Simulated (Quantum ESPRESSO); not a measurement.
Crystal: P.

```
CELL_PARAMETERS angstrom
1.64774 -5.46504 0.00000
1.64774 5.46504 0.00000
0.00000 0.00000 4.54364
ATOMIC_POSITIONS crystal
P 0.90414 0.09586 0.58882
P 0.09586 0.90414 0.41118
P 0.59586 0.40414 0.08882
P 0.40414 0.59586 0.91118
```

| Item | Value |
| --- | --- |
| Program | Quantum ESPRESSO 7.5 |
| Task | single point |
| Functional | PBEsol |
| Potentials or basis | GBRV 1.5 PBEsol |
| Cutoff | 612 eV |
| Density cutoff | 4898 eV |
| k mesh | 8 × 8 × 6 |
| Occupations | fermi-dirac, width 0.05 eV |
| Spin | no spin polarisation |

On this cell: pressure -0.6 GPa; largest force 0.296 eV/Å; band gap on the k mesh 0.01 eV, direct.

The same run follows on a disturbed copy (atoms moved at random, drawn with an rms of 0.05 Å):

```
P
1.0
     1.64774   -5.46504    0.00000
     1.64774    5.46504    0.00000
     0.00000    0.00000    4.54364
P
4
Direct
  0.91262 0.10718 0.59324
  0.09423 0.90635 0.41410
  0.59181 0.40672 0.09350
  0.40068 0.58277 0.90595
```

What does the disturbed cell give?

The energy moves by +22.8 meV/atom; pressure 1.3 GPa; largest force 1.406 eV/Å; band gap on the k mesh 0.24 eV, direct.

Forces in eV/Å, atoms in the order of the input:
```
P   -0.740 -0.014 -0.694
P   -0.027 -0.011  0.181
P    0.036 -0.897 -0.255
P    0.731  0.923  0.769
```

Stress tensor (GPa, compression positive):
```
-0.01 -0.13  1.74
-0.13  2.38  0.13
 1.74  0.13  1.67
```

A k mesh can miss the band edges.
